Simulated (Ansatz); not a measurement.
**Au: Field gradients at the nuclei**

The cell is a COD entry, its atoms then relaxed with PBE in this cell.

```
Au
1.0
     2.90000    0.00000    0.00000
    -1.45000    2.51147    0.00000
     0.00000    0.00000    4.88000
Au
2
Direct
  0.33333 0.66667 0.75000
  0.66667 0.33333 0.25000
```

Atom numbers follow the list; atoms alike are taken as one site, whose name carries the number of the first.

The numbers come from a DFT calculation in Ansatz (PBE, plane waves and PAW, with spin–orbit coupling, 420 eV cutoff, Γ-centred 18×18×10 k-points, Fermi–Dirac smearing 0.05 eV).

Conventions: |V_zz| ≥ |V_yy| ≥ |V_xx|, η = (V_xx − V_yy)/V_zz, C_Q = eQV_zz/h. ν_Q = 3|C_Q|/[2I(2I − 1)].

Au-197: I = 3/2, Q = 547.0 mb. Q values from Pyykkö, Mol. Phys. 116, 1328 (2018).

**Question.** What field gradients does the calculation give at each kind of site?

**Answer.** 

```
site  atoms (order as listed)           first shell  C_Q (MHz)     η  ν_Q (MHz)
  Au                     1, 2  12 Au at 2.90–2.96 Å       19.4  0.00       9.70
```

An axis of threefold or higher order runs through Au, so V_zz lies along it and η is zero.

With no gap above 0.1 eV, as in a metal, the gradients converge slowly in k; expect changes of a tenth or more on a denser mesh.

Hardware: 1 thread of Arm Neoverse V1 (aarch64; 8 cores open to the job, memory cap 3.0 GiB, no GPU), a shared host with a load of 0.5 a core. Wall time 78 s, CPU time 78 s, peak memory 0.83 GiB.
